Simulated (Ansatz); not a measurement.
# Fe under changes of volume

One of the cells (11.435 Å³/atom); the others are scaled copies at fixed shape and fractional positions:

```
Fe
1.0
     0.00000    1.94174    1.96511
     1.49844    0.00000    1.96511
     1.49844    1.94174    0.00000
Fe
1
Direct
  0.00000 0.00000 0.00000
```

| Property | Result |
| --- | --- |
| Program | Ansatz 0.2.0 |
| Functional | r2SCAN |
| Potentials or basis | Ansatz PAW |
| Cutoff | 500 eV (not typed: the program's choice for these potentials) |
| k mesh | 13 × 13 × 13 |
| Occupations | fermi-dirac, width 0.05 eV |
| Spin | collinear spin, ferromagnetic start |
| Starting moments | [3.0] μB |

| volume (Å³/atom) | energy over the lowest point (meV/atom) | pressure (GPa) | moment (μB per cell) |
| --- | --- | --- | --- |
| 10.749 | 65.19 | 21.3 | 2.58 |
| 10.978 | 38.35 | 15.9 | 2.61 |
| 11.207 | 19.33 | 10.9 | 2.62 |
| 11.435 | 7.12 | 6.5 | 2.64 |
| 11.664 | ? | ? | ? |
| 11.893 | 0.00 | -1.3 | 2.67 |
| 12.121 | 4.34 | -4.7 | 2.68 |

Question: What does the run at 11.664 Å³/atom give?

Answer: Energy over the lowest point 0.81 meV/atom; pressure 2.4 GPa; moment 2.66 μB per cell.

Worked out: A Birch-Murnaghan fit of order 3 (a polynomial in V^(-2/3)) to the other rows has its minimum at 11.81 Å³/atom with B0 = V·E''(V) = 185 GPa and B' = 4.5 at fixed shape and positions, which overstates the stiffness. It gives 0.81 meV/atom at 11.664 Å³/atom, against the run's 0.81, and -dE/dV = 2.4 GPa, against 2.4. A straight line through the other rows of the moment, of slope 0.0706 μB per Å³/atom, gives 2.65 μB, against the run's 2.66.

Energies are extrapolated to zero smearing.

Caveats: the magnetic or orbital state may not be the lowest; the PAW data sets come from PBE, with cores solved anew for the run's functional, which leaves a small shift of forces and pressure.
